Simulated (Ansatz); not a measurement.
An Ansatz input:

```yaml
crystal:
  lattice:
    - [2.859818988, 1.6511172625, 4.1303749101]
    - [-2.859818988, 1.6511172625, 4.1303749101]
    - [0.0, -3.3022345252, 4.13037491]
  atoms:
    - { symbol: Hg, position: [0.0, 0.0, 1.0] }
hamiltonian:
  xc: revpbe
  pseudopotentials:
    kind: paw_fr
    azcp:
      Hg: "pseudopotentials/Hg.paw.azcp"
basis:
  ecutwfc: 420
  fft_grid_basis: typed
kpoints:
  mp_grid: { grid: [7, 7, 7], shift: [0, 0, 0] }
magnetization:
  noncollinear: true
  spin_orbit: true
scf:
  occupations: { method: fermi_dirac, width: 0.1 }
```

Terminal output

```
Engine: ansatz 0.2.0, x86_64-unknown-linux-gnu
Pseudopotentials: kind: paw_fr
Pseudopotential: Hg, paw_fr, valence charge 20, recommended cutoff 420 eV (normal) 
Functional definition: revPBE
  parameter kappa = 1.245
  parameter beta = 0.06672455060314922
  exchange = pbe_x(kappa = kappa, mu = beta*pi^2/3)
  correlation = pbe_c(beta = beta)
non-collinear run that drives no moment, with spin-orbit: no starting moment large enough to seed its density (crystal.atoms[].spin), no starting occupations that ask for one, no magnetisation constraint and no magnetic field, so the semilocal B_xc is pinned to zero
Crystal: 1 atoms, lattice volume = 117.019 Å³
Basis set: ecut = 420 eV, 2275 PW (Γ)
Bands: 28, of which v1, the nominal top of the filled ones, is band 20 counted from 1 (19 counted from 0)
Symmetry: 12 space group operations + 12 with time reversal
Magnetic group: BNS 166.98 (UNI 1328), of the structure as read, at distance tolerance 4.9e-5 Å
k-points: 44 of 343
Projection manifold: j_resolved (fully-relativistic pseudo-atomic orbitals)
Non-local potential: Hg, projectors of the file, l = 0: 3, l = 1: 4, l = 2: 4, l = 3: 2
PAW form: soft (Blöchl's): semilocal exchange-correlation on the pseudo side does not see the compensation charge
PAW frozen core: Hg, regenerated for the run's functional, and the local potential with it (the file was generated under x = pbe(κ = 0.804, μ = 0.2195149727645171), c = pbe(β = 0.06672455060314922))
PAW one-centre angular grid: Hg, 590 points (default); XC on 64 Gauss nodes
Initial density: superposition of atomic densities (chi_scale 0.1, normalization cell)
Initial wavefunctions: pseudopotential atomic-orbital guess
Functional: x = revpbe(κ = 1.245, μ = 0.2195149727645171), c = pbe(β = 0.06672455060314922)
iter 1 solved again at ethr=3.89e-6 eV; its pass at ethr=3.10e-3 eV (dr2=7.79e-4 eV) is discarded
SCF iter   1: F=—  HF=-13864.512697 eV  |F-HF|=—  |Δ(HF+E_count)|=         —  Δρ=6.72e-4  dr2=7.48e-4  dr2_m=0.00e0 (ungated)  ethr=3.89e-6  |M|=0.00e0 ∫|m|=0.00e0 μB  |m|>n=0.0e0 m-floor=0.0e0 τ_xc=0.0e0  β_m=0.30  ⟨swp⟩=2.2  Hψ=4247  notcnv=0
SCF iter   2: F=—  HF=-13864.512468 eV  |F-HF|=—  |Δ(HF+E_count)|=   2.29e-4  Δρ=2.47e-4  dr2=7.43e-5  dr2_m=0.00e0 (ungated)  ethr=3.74e-6  |M|=0.00e0 ∫|m|=0.00e0 μB  |m|>n=0.0e0 m-floor=0.0e0 τ_xc=0.0e0  β_m=0.36  ⟨swp⟩=2.0  Hψ=843  notcnv=0
SCF iter   3: F=—  HF=-13864.512524 eV  |F-HF|=—  |Δ(HF+E_count)|=   5.61e-5  Δρ=1.30e-4  dr2=6.44e-6  dr2_m=0.00e0 (ungated)  ethr=3.72e-7  |M|=0.00e0 ∫|m|=0.00e0 μB  |m|>n=0.0e0 m-floor=0.0e0 τ_xc=0.0e0  β_m=0.58  ⟨swp⟩=2.0  Hψ=879  notcnv=0
SCF iter   4: F=—  HF=-13864.512529 eV  |F-HF|=—  |Δ(HF+E_count)|=   4.51e-6  Δρ=1.81e-5  dr2=1.00e-7  dr2_m=0.00e0 (ungated)  ethr=3.22e-8  |M|=0.00e0 ∫|m|=0.00e0 μB  |m|>n=0.0e0 m-floor=0.0e0 τ_xc=0.0e0  β_m=0.63  ⟨swp⟩=3.0  Hψ=1056  notcnv=0
SCF iter   5: F=-13864.512529 eV  HF=-13864.512529 eV  |F-HF|=1.24e-9  |Δ(HF+E_count)|=   1.13e-7  Δρ=1.26e-6  dr2=5.87e-10  dr2_m=0.00e0 (ungated)  ethr=5.00e-10  |M|=0.00e0 ∫|m|=0.00e0 μB  |m|>n=0.0e0 m-floor=0.0e0 τ_xc=0.0e0  ⟨swp⟩=2.0  Hψ=1232  notcnv=0
SCF 1 converged in 5 iterations: F = -13864.512529 eV  dr2 = 5.87e-10
SCF converged after 5 iterations
Magnetization: |M| = 0.0000 μB,  M = (+0.0000, +0.0000, +0.0000) μB
Absolute magnetization: 0.0000 μB (∫|m|)
  site 0: m = (+0.0000, +0.0000, +0.0000) μB, |m| = 0.0000 μB  (R = 2.18 Å)
Free energy (F): -13864.512529 eV
Harris-Foulkes:  -13864.512529 eV  (|F-HF|=1.24e-9)
Internal energy: -13864.512529 eV  (E = F + TS)
E sigma→0 (E₀):  -13864.512529 eV
Fermi energy:    -0.469262 eV
--- Per-component energies (eV) ---
  E_band       = -676.852965
  E_kinetic    = 606.474060
  E_local      = -4606.202930  (includes V_loc(G=0)·N_el)
  E_nonlocal   = 57.125404
  E_hartree    = 1983.265085
  E_xc         = -220.740400
  E_vxc        = -261.662199  (∫ρ·V_xc dr)
  E_paw        = -9986.789645  (= ΣΔE_a)
  E_vpaw       = -439.119285  (= ΣTr[D̂ρ^β])
  E_aug_tail   = 0.000893  (compensation charges beyond the density's cutoff)
  E_ewald      = -1697.603482
  E_core_change = -0.041514  (= ΣΔE_core)
  E_smearing   = -0.000000  (= −TS)
  E_closure    = -0.000000  (closes the sum)
  Σ components = -13864.512529   (vs F -13864.512529, Δ=0.00e0)
```
